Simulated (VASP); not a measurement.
Ge (strained diamond): one PBE single-point calculation in two programs

```
CELL_PARAMETERS angstrom
0.00000 2.83687 2.89361
2.83687 0.00000 2.89361
2.83687 2.83687 0.00000
ATOMIC_POSITIONS crystal
Ge 0.00000 0.00000 0.00000
Ge 0.25000 0.25000 0.25000
```

Each program uses its own PAW datasets. VASP's cell holds 28 valence electrons and Ansatz's 28. Ansatz's stress includes a Pulay correction; VASP's doesn't.

Cutoffs: 520 eV in VASP, 420 eV in Ansatz. k meshes: 8×8×8 and 8×8×8.

|  | VASP | Ansatz |
| --- | --- | --- |
| gap between bands v and c | -0.01 eV (bands overlap: a metal) | -0.01 eV (bands overlap: a metal) |
| least direct gap | 0.00 eV | 0.00 eV |
| pressure | 1.5 GPa | 1.6 GPa |

Band v is the last that the valence electrons fill when counted band by band, and c is the next. Levels in eV from the top of v, Ansatz:

| point | v−1 | v | c | c+1 |
| --- | --- | --- | --- | --- |
| Γ | -0.15 | 0.00 | 0.00 | 2.45 |
| X | -3.07 | -3.07 | 0.68 | 0.68 |
| K | -4.24 | -2.51 | 1.23 | 4.14 |
| L | -1.50 | -1.33 | 0.04 | 3.62 |
| W | -3.82 | -3.82 | 4.22 | 4.22 |

VASP:

```tsv
point	v−1	v	c	c+1
Γ	-0.15	0.00	0.00	2.46
X	-3.07	-3.07	0.69	0.69
K	-4.24	-2.51	1.24	4.15
L	-1.50	-1.33	0.04	3.63
W	-3.82	-3.82	4.23	4.23
```
